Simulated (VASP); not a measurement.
Crystal: ZnCu2SnS4.

```
CELL_PARAMETERS angstrom
-2.71710 2.71710 5.42480
2.71710 -2.71710 5.42480
2.71710 2.71710 -5.42480
ATOMIC_POSITIONS crystal
Zn 0.25000 0.75000 0.50000
Cu 0.00000 0.00000 0.00000
Cu 0.75000 0.25000 0.50000
Sn 0.50000 0.50000 0.00000
S 0.37161 0.88441 0.99960
S 0.11559 0.11519 0.48720
S 0.88481 0.37201 0.00040
S 0.62799 0.62839 0.51280
```

| Property | Result |
| --- | --- |
| Program | VASP 6.6.1 |
| Task | relaxation of cell and atoms |
| Functional | PBE |
| Dispersion | D3(BJ) |
| Potentials or basis | VASP PAW PBE potentials, release 64 (Zn, Cu, Sn_d, S) |
| Cutoff | 600 eV |
| k mesh | 10 × 10 × 10 |
| Occupations | gaussian, width 0.03 eV |
| Spin | no spin polarisation |

At the start: pressure -0.8 GPa; volume 20.02 Å³/atom.

Q: Where does the relaxation end?

A: Over 9 steps the energy falls by 9.8 meV/atom and the volume is 19.65 Å³/atom (-1.9 %); space group I-4 (No. 82, to 0.05 Å).

Step by step:
```csv
step,energy change (eV),largest force (eV/Å),pressure (GPa),volume (Å³)
1,0.0000,0.5820,-0.80,160.20
2,-0.0572,0.3240,-0.07,157.88
3,-0.0734,0.0858,0.76,155.73
4,-0.0735,0.1007,0.73,155.88
5,-0.0771,0.0496,-0.31,157.84
6,-0.0779,0.0377,-0.02,157.25
7,-0.0779,0.0375,-0.05,157.27
8,-0.0781,0.0136,-0.02,157.23
9,-0.0782,0.0059,0.01,157.20
```

Final structure:
```
Zn Cu Sn S
1.0
    -2.70015    2.70015    5.39024
     2.70015   -2.70015    5.39024
     2.70015    2.70015   -5.39024
Zn Cu Sn S
1 2 1 4
Direct
  0.25000 0.75000 0.50000
  0.00000 0.00000 0.00000
  0.75000 0.25000 0.50000
  0.50000 0.50000 0.00000
  0.37074 0.89640 0.00793
  0.10360 0.11153 0.47434
  0.88847 0.36280 0.99207
  0.63720 0.62926 0.52566
```
